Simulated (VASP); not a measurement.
Input:

```
CELL_PARAMETERS angstrom
      4.46539     0.00000     0.00000
      0.00000     4.46539     0.00000
      0.00000     0.00000     3.09503
ATOMIC_POSITIONS crystal
  Ru 0.00000 0.00000 0.00000
  Ru 0.50000 0.50000 0.50000
  O  0.30604 0.30604 0.00000
  O  0.80604 0.19396 0.50000
  O  0.19396 0.80604 0.50000
  O  0.69396 0.69396 0.00000
```

The numbers are results of PBEsol GGA, VASP's PBE PAW potentials (set 64) (plane waves; VASP), not measurements. Settings: 520 eV cut-off, Gaussian smearing of 0.050 eV, potentials Ru_pv O.

Q: What does the run give for the band gap (along the path) with the smallest direct gap where there is one?

A: 
```yaml
band gap (along the path): none (metal, semimetal or under 0.01 eV)
```

Only differences to runs with the same potentials and settings are physical.

The compound is RuO2 in the rutile structure. It was relaxed first.
